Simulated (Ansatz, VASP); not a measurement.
## Al2Cu in VASP and in Ansatz

```
CELL_PARAMETERS angstrom
4.08421 0.00000 0.00000
0.00000 4.08421 0.00000
0.00000 0.00000 2.84589
ATOMIC_POSITIONS crystal
Al 0.50498 0.00000 0.50000
Al 0.92735 0.50000 0.50000
Cu 0.02873 0.00000 0.00000
```

Change from the starting cell: mode 4 frozen in at -0.297 Å and mode 9 at +0.000 Å (largest displacements).

Alike in both runs: task single point; functional PBEsol; k mesh 10 × 10 × 14; occupations gaussian, width 0.15 eV; no spin polarisation.

|  | VASP | Ansatz |
| --- | --- | --- |
| version | VASP 6.6.1 | Ansatz 0.2.0 |
| potentials or method | VASP PAW PBE potentials, release 64 (Al, Cu) | scalar-relativistic, plane waves, PAW |
| plane-wave cutoff (eV) | 520 | 520 |
| valence electrons in the cell | 17 | 25 |

|  | VASP | Ansatz | Ansatz less VASP |
| --- | --- | --- | --- |
| gap on the k mesh at the Fermi level (eV) | none | none | - |
| pressure (GPa) | 1.4 | 1.3 | -0.14 |
| largest component of the traceless stress (GPa) | 1.63 | 1.62 | -0.010 |
| rms of the force components (eV/Å) | 0.339 | 0.341 | +0.0026 |

Atom by atom the forces differ by 0.003 eV/Å (rms over components). A gap of «none» marks a metal or a gap that the smearing closes. The two sets of potentials don't hold the same shells in valence. Ansatz warned: «pseudo_functional_mismatch».

Caveats: the PAW data sets were made with another functional, which shifts forces and pressure a little (VASP).
